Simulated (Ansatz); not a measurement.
Calculated with Ansatz: Bi, settings compared

Launch command:

```bash
ansatz run input.yaml --threads 1 --pin off --max-ram 2560MiB --backend cpu --events-out ev --progress --plain --runs-dir out
```

Input:

```yaml
crystal:
  lattice:
    - [0.0, 2.534823, 2.534823]
    - [2.534823, 0.0, 2.534823]
    - [2.534823, 2.534823, 0.0]
  atoms:
    - { symbol: Bi, position: [0.0, 0.0, 0.0] }
  symmetry: { tolerance: 0.0003 }
kpoints:
  mp_grid: { grid: [6, 6, 6], shift: [0, 0, 0] }
magnetization:
  spin_polarized: false
scf:
  occupations: { method: gaussian, width: 0.1888 }
hamiltonian:
  pseudopotentials: { kind: paw }
  xc: r2scan
basis:
  ecutwfc: 500
output:
  forces: true
  stress: true
  eigenvalues: true
```

Origin of the cell: a known structure type with other elements, at an estimated volume, so it need not be a known compound.

Output of this run (shortened):

```
Pseudopotentials: kind: paw
Pseudopotential: Bi, paw, valence charge 15, recommended cutoff 500 eV (meta_gga), Bi.paw.azcp
Functional definition: r2SCAN
  exchange = r2scan_x(k0 = k0, k1 = k1, a1 = a1)
  correlation = r2scan_c
Crystal: 1 atoms, lattice volume = 32.574 Å³
Basis set: ecut = 500 eV, 869 PW (Γ), exchange–correlation on 108×108×108 points (64 copies of the dense FFT grid, shifted against one another)
Bands: 12, of which v1, the nominal top of the filled ones, is band 8 counted from 1 (7 counted from 0)
Symmetry: 48 space group operations
Space group: Fm-3m (ITA 225), of the structure as read, at distance tolerance 9.6e-4 Å
k-points: 16 of 216
[… 3 lines left out …]
Initial density: superposition of atomic densities (neutral atoms: chi_scale 0, normalization atom), corrected by the library's trained network
Functional: x = r2scan, c = r2scan; τ floored in thin density (d = 2e-4 eV/Å³)
SCF iter   1: F=—  HF=-12410.795189 eV  Δρ=3.26e-3  dr2=2.21e-3  dr2_τ=2.99e-4
SCF iter   2: F=—  HF=-12410.797405 eV  Δρ=1.62e-3  dr2=6.44e-4  dr2_τ=4.34e-5
SCF iter   3: F=—  HF=-12410.797798 eV  Δρ=2.19e-4  dr2=1.47e-5  dr2_τ=1.10e-6
SCF iter   4: F=—  HF=-12410.797820 eV  Δρ=4.60e-5  dr2=9.25e-7  dr2_τ=3.77e-8
SCF iter   5: F=-12410.797821 eV  HF=-12410.797821 eV  Δρ=1.39e-5  dr2=3.92e-8  dr2_τ=2.16e-9
SCF iter   6: F=-12410.797821 eV  HF=-12410.797821 eV  Δρ=2.50e-6  dr2=1.05e-9  dr2_τ=5.81e-11
SCF 1 converged in 6 iterations: F = -12410.797821 eV  dr2 = 1.05e-9
SCF converged after 6 iterations
Free energy (F): -12410.797821 eV
Harris-Foulkes:  -12410.797821 eV  (|F-HF|=4.29e-10)
Internal energy: -12410.781367 eV  (E = F + TS)
E sigma→0 (E₀):  -12410.789594 eV
Entropy (-TS):   -0.016454 eV (-16.454 meV/atom)
Fermi energy:    11.261244 eV
--- Per-component energies (eV) ---
  E_band       = -102.790004
  E_kinetic    = 300.115299
  E_local      = -1434.729728  (includes V_loc(G=0)·N_el)
  E_nonlocal   = 561.302604
  E_hartree    = 455.629252
  E_xc         = -140.334226
  E_vxc        = -155.935416  (∫ρ·V_xc dr)
  E_paw        = -10688.588100  (= ΣΔE_a)
  E_vpaw       = -295.726823  (= ΣTr[D̂ρ^β])
  E_aug_tail   = -0.000274  (compensation charges beyond the density's cutoff)
  E_vtau       = 10.926820  (kinetic-family band-sum trace: ∫τ·v_τ [+ j·A + Jᵃ·Aᵃ] dr)
  E_ewald      = -1465.051741
  E_core_change = 0.875547  (= ΣΔE_core)
  E_smearing   = -0.016454  (= −TS)
  Σ components = -12410.797821   (vs F -12410.797821, Δ=0.00e0)
--- Forces (eV/Å), atoms counted from 1 ---
  atom   1  Bi    -0.000000    -0.000000    -0.000000
  max |Σ_I F_I| component: 0.0 eV/Å
--- Stress (GPa, compression-positive) ---
       -2.272413       0.000000       0.000000
       -0.000000      -2.272413      -0.000000
       -0.000000      -0.000000      -2.272413
  P = ⅓ Tr σ = -2.2724 GPa (-22.724 kbar)
```

The same input was run again with these changes:

1. `kpoints.mp_grid.grid` [6, 6, 6] → [4, 4, 4]
2. `kpoints.mp_grid.grid` [6, 6, 6] → [9, 9, 9]; `hamiltonian.xc` r2scan → revpbe; `scf.n_extra_bands` default → 32
3. `kpoints.mp_grid.shift` [0, 0, 0] → [0.5, 0.5, 0.5]
4. `scf.convergence.dr2_threshold` default → 1.0e-09; `scf.lower_state_search` default → "off"; `hamiltonian.xc` r2scan → revpbe

```csv
run,end,SCF iterations,P (GPa),max force component (eV/Å),moment (μB),ΔE(σ→0) (meV/atom)
base,converged,6,-2.27,0.000,–,0
1,converged,6,-3.00,0.000,–,114.96
2,converged,6,-0.45,0.000,–,–
3,converged,6,-2.36,0.000,–,34.42
4,converged,6,-0.59,0.000,–,–
```

Energies are compared only where functional, datasets, charge and starting cell are the same.

Not properties of the system: run 1 (too coarse or loose: `kpoints.mp_grid.grid` = [4, 4, 4]).

Caveats of the base run: no moments, though an odd count or open d shells may carry them; no spin-orbit coupling, though heavy elements are present; the k mesh is coarse if the cell is a metal; wide smearing.

Run 2: forces of this functional can be a tenth off on datasets made under PBE.
Run 3: the k mesh keeps only part of the crystal's symmetry.
Run 4: forces of this functional can be a tenth off on datasets made under PBE.

The base run ran for 1.7 s on 1 thread of Arm Neoverse V1 (shared host), peak memory 0.33 GiB, from the program's own first density.
